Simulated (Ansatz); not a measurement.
# MoSe2: the cost of one run

Method: DFT PBE+D3(BJ), scalar-relativistic, plane waves, PAW, in Ansatz 0.2.0.

The COD entry's cell or inner coordinates are ideal or old and differ from later refinements, so a difference from it is no clean test against experiment.

16 further runs of the same task are left out: 16 set aside as unsound or not needed.

## 1. Starting point

It takes space group P6_3/mmc (No. 194, hexagonal). Conventional cell: a = 3.277 Å, b = 3.277 Å, c = 12.731 Å, α = 90.00°, β = 90.00°, γ = 120.00°. Mo (site symmetry -6m2) is surrounded by 6 Se at 2.53 Å. Se (site symmetry 3m) is surrounded by 3 Mo at 2.53 Å.

Coordinates:

```
Mo Se
1.0
     3.27672    0.00000    0.00000
    -1.63836    2.83772    0.00000
     0.00000    0.00000   12.73059
Mo Se
2 4
Direct
  0.33333 0.66667 0.25000
  0.66667 0.33333 0.75000
  0.33333 0.66667 0.61850
  0.66667 0.33333 0.11850
  0.33333 0.66667 0.88150
  0.66667 0.33333 0.38150
```

This cell was relaxed beforehand with the same method: volume 19.73 Å³/atom, gap on the mesh 0.85 eV.

## 2. What is varied

The energy is mapped over volume and the cell's shape.

- volume per atom: 7 values from 18.15 to 21.31 Å³
- c/a of the conventional cell: 7 values from 3.586 to 4.210

Nothing else is relaxed (fractional coordinates fixed). Energies count from the relaxed crystal. Points are written as (first, second).

## 3. Grid point (18.15 Å³, 3.990)

The input, input.yaml:

```yaml
crystal:
  lattice:
    - [3.1586505487, 0.0, 0.0]
    - [-1.5793252744, 2.7354716169, 0.0]
    - [0.0, 0.0, 12.6042791497]
  atoms:
    - { symbol: Mo, position: [0.3333333333, 0.6666666667, 0.25] }
    - { symbol: Mo, position: [0.6666666667, 0.3333333333, 0.75] }
    - { symbol: Se, position: [0.3333333333, 0.6666666667, 0.6184997403] }
    - { symbol: Se, position: [0.6666666667, 0.3333333333, 0.1184997403] }
    - { symbol: Se, position: [0.3333333333, 0.6666666667, 0.8815002597] }
    - { symbol: Se, position: [0.6666666667, 0.3333333333, 0.3815002597] }
basis:
  ecutwfc: 420
kpoints:
  mp_grid: { grid: [12, 12, 4] }
hamiltonian:
  xc: pbe
  pseudopotentials: { kind: paw, azcp: { folder: soft_1 } }
  dispersion: d3bj
scf:
  occupations: { method: gaussian, width: 0.05 }
output:
  forces: true
  stress: true
  eigenvalues: true
```

Command:

```
ansatz run input.yaml --threads 2 --pin off --max-ram 4096MiB --backend cpu --events-out ev --progress --plain --runs-dir out
```

What time and memory should one allow on 2 threads of Arm Neoverse N1, shared host?

About 20 s, with a peak of 0.55 GiB.
